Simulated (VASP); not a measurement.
AlN: relaxation of cell and atoms with PBEsol

The system is AlN.

```
Al N
1.0
     3.11300    0.00000    0.00000
    -1.55650    2.69594    0.00000
     0.00000    0.00000    4.98100
Al N
2 2
Direct
  0.33333 0.66667 0.00000
  0.66667 0.33333 0.50000
  0.33333 0.66667 0.38000
  0.66667 0.33333 0.88000
```

The cell isn't the ideal one: cell-pbesol.

```
Program                : VASP 6.6.1
Task                   : relaxation of cell and atoms
Functional             : PBEsol
Potentials or basis    : VASP PAW PBE potentials, release 64 (Al, N)
Cutoff                 : 600 eV
k mesh                 : 9 × 9 × 6
Occupations            : gaussian, width 0.01 eV
Spin                   : no spin polarisation
Dipole correction      : no
Further INCAR settings : ALGO = Normal; EDIFF = 1e-07; IBRION = 2; EDIFFG = -0.005; NSW = 80; ISIF = 3
```

| Property | Result |
| --- | --- |
| Relaxed volume | 10.45 Å³/atom |
| Relaxed cell | a = 3.113 Å, b = 3.113 Å, c = 4.982 Å, α = 90.00°, β = 90.00°, γ = 120.00° |
| Space group after relaxing (to 0.05 Å) | P6_3mc (No. 186) |
| Energy gained by relaxing | 0.3 meV/atom |
| Ionic steps | 5 |
| Pressure after relaxing | 0.0 GPa |
| Band gap on the k mesh | 4.12 eV, direct |

Step by step:
| step | energy change (eV) | largest force (eV/Å) | pressure (GPa) | volume (Å³) |
| --- | --- | --- | --- | --- |
| 1 | 0.0000 | 0.1321 | 0.10 | 41.80 |
| 2 | -0.0002 | 0.0870 | -0.09 | 41.84 |
| 3 | -0.0012 | 0.0140 | -0.02 | 41.82 |
| 4 | -0.0013 | 0.0070 | -0.01 | 41.82 |
| 5 | -0.0013 | 0.0001 | 0.00 | 41.81 |

Final structure:
```xyz
4
Lattice="3.1130 0.0000 0.0000 -1.5565 2.6960 0.0000 0.0000 0.0000 4.9822" Properties=species:S:1:pos:R:3 pbc="T T T"
Al    0.0000    1.7973    4.9772
Al    1.5565    0.8987    2.4861
N     0.0000    1.7973    1.8982
N     1.5565    0.8987    4.3893
```

Levels at points of the mesh, in eV from the valence-band top:
```
           k point  band 5  band 6  band 7  band 8  band 9  band 10  band 11  band 12
(0.00, 0.00, 0.00)   -0.88   -0.22   -0.22    0.00    4.12     6.55    10.50    11.02
(0.00, 0.00, 0.50)   -0.56   -0.56   -0.56   -0.56    6.37     6.37    10.20    10.20
```

Run time: 37 s on 1 thread of Intel(R) Xeon(R) 6975P-C (Granite Rapids), with other jobs on the host, peak memory 0.19 GiB.

Caveat: the PAW data sets were made with another functional, which shifts forces and pressure a little; an odd mesh through Γ misses points on the zone boundary, where band edges often lie.
